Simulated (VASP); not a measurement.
Wanted: the native input for a VASP 6.6.1 run.

* Task: relaxation of cell and atoms
* Functional: PBE
* Potentials or basis: VASP PAW PBE potentials, release 64 (Ga, Se)
* Cutoff: 300 eV
* k mesh: 6 × 6 × 1
* Occupations: gaussian, width 0.03 eV
* Spin: no spin polarisation
* Further INCAR settings: ALGO = Normal; EDIFF = 1e-07; IBRION = 2; EDIFFG = -0.005; NSW = 90; ISIF = 3

The structure of GaSe lies in POSCAR:

```
GaSe                                    
1.0
    3.8253295375      0.0000000000     -0.0000000000
   -1.9126647687      3.3128325574      0.0000000000
    0.0000000000      0.0000000000     17.7937845623
  Ga              Se            
     4     4
Direct
     0.3333333332999970    0.6666666667000030    0.1805760446756840
     0.6666666667000030    0.3333333332999970    0.6805760446756839
     0.3333333332999970    0.6666666667000030    0.3194239553243160
     0.6666666667000030    0.3333333332999970    0.8194239553243161
     0.3333333332999970    0.6666666667000030    0.6145444928784987
     0.6666666667000030    0.3333333332999970    0.1145444928784990
     0.3333333332999970    0.6666666667000030    0.8854555071215013
     0.6666666667000030    0.3333333332999970    0.3854555071215010
```

The input as run:

INCAR

```
SYSTEM = GaSe
  PREC = Accurate
  ENCUT = 300
  EDIFF = 1E-7
  ISMEAR = 0
  SIGMA = 0.03
  LREAL = .FALSE.
  LASPH = .TRUE.
  NELM = 80
  ALGO = Normal
  ISIF = 3
  LWAVE = .FALSE.
  LCHARG = .FALSE.
  GGA = PE
  IBRION = 2
  NSW = 90
  EDIFFG = -0.005
  KPAR = 2
```

KPOINTS

```
regular mesh
0
G
  6 6 1
  0 0 0
```

Potentials or basis: VASP PAW PBE potentials, release 64 (Ga, Se).

The run is started by

```sh
$ cat potpaw_PBE.64/Ga/POTCAR potpaw_PBE.64/Se/POTCAR > POTCAR
$ mpirun -np 2 vasp_std > vasp.out
```

It gave:

The relaxed volume is 29.16 Å³/atom. The relaxed cell is a = 3.823 Å, b = 3.823 Å, c = 18.423 Å, α = 90.00°, β = 90.00°, γ = 120.00°, the space group after relaxing (to 0.05 Å) is P6_3/mmc (No. 194) and the energy gained by relaxing is 0.3 meV/atom. The ionic steps are 19, the pressure after relaxing is 0.0 GPa and the largest force after relaxing is 0.003 eV/Å. The band gap on the k mesh is 1.39 eV, direct.

Caveat: an odd mesh through Γ misses points on the zone boundary, where band edges often lie; this functional lacks dispersion, which binds the layers, so the pressure and a relaxed spacing across them are unreliable.

It took 2.5 min on 2 MPI ranks on Intel(R) Xeon(R) Platinum 8488C (Sapphire Rapids), on a shared host, peak memory 0.22 GiB a rank.
